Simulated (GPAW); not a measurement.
CdTe:

```
Te Cd
1.0
     0.00000    3.20500    3.20500
     3.20500    0.00000    3.20500
     3.20500    3.20500    0.00000
Te Cd
1 1
Direct
  0.75000 0.75000 0.75000
  0.00000 0.00000 0.00000
```

Base run:

* Program: GPAW 26.7.0
* Functional: PBE
* Potentials or basis: GPAW PAW data sets (gpaw-data 1.2.1)
* Cutoff: 450 eV
* Basis: pw
* k mesh: 6 × 6 × 6
* Occupations: fermi-dirac, width 0.001 eV
* Spin: no spin polarisation

Its results: band gap on the k mesh 0.87 eV, direct; electronic dielectric tensor (diagonal) 7.84.

Task: The run is repeated on the same cell with these changes: functional from PBE to PBEsol; potentials or basis from GPAW PAW data sets (gpaw-data 1.2.1) to PAW data sets generated in the run's folder for this functional. What comes out?

Result: Band gap on the k mesh 0.75 eV, direct; electronic dielectric tensor (diagonal) 8.26.

Caveats: the long-wavelength limit can be off by several per cent where d states take part; spin-orbit coupling is left out, which moves the levels of the heavy elements.

A k mesh can miss the band edges.
